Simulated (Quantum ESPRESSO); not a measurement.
## Rh in Quantum ESPRESSO: the effect of target pressure

Rh:

```xyz
1
Lattice="0.0000 1.8979 1.8979 1.8979 0.0000 1.8979 1.8979 1.8979 0.0000" Properties=species:S:1:pos:R:3 pbc="T T T"
Rh    0.0000    0.0000    0.0000
```

Alike in all runs:

```yaml
Program: Quantum ESPRESSO 7.5
Task: phonons
Functional: LDA
Potentials_or_basis: PseudoDojo 0.4.1 SR LDA standard
Cutoff: 1197 eV
Density_cutoff: 4789 eV
k_mesh: 10 × 10 × 10
Occupations: cold, width 0.2 eV
Spin: no spin polarisation
```

Each run relaxes the cell or the atoms first.

Q: One run gave: relaxed volume 12.87 Å³/atom; highest phonon frequency 338 cm⁻¹. Which target pressure did it use?
A. 0 GPa
B. 10 GPa
C. 50 GPa

A: B.

```tsv
target pressure	relaxed volume (Å³/atom)	highest phonon frequency (cm⁻¹)
0 GPa	13.25	328
10 GPa	12.87	338
50 GPa	11.79	368
```

Caveats: the mesh is thin for the phonons of a metal; the q point doesn't lie on the k mesh, which can shift a metal's frequencies strongly unless the mesh is converged; the cell is more than 3 GPa from zero pressure, which shifts response properties (some runs).

Runs at the PBE level aren't shown here.
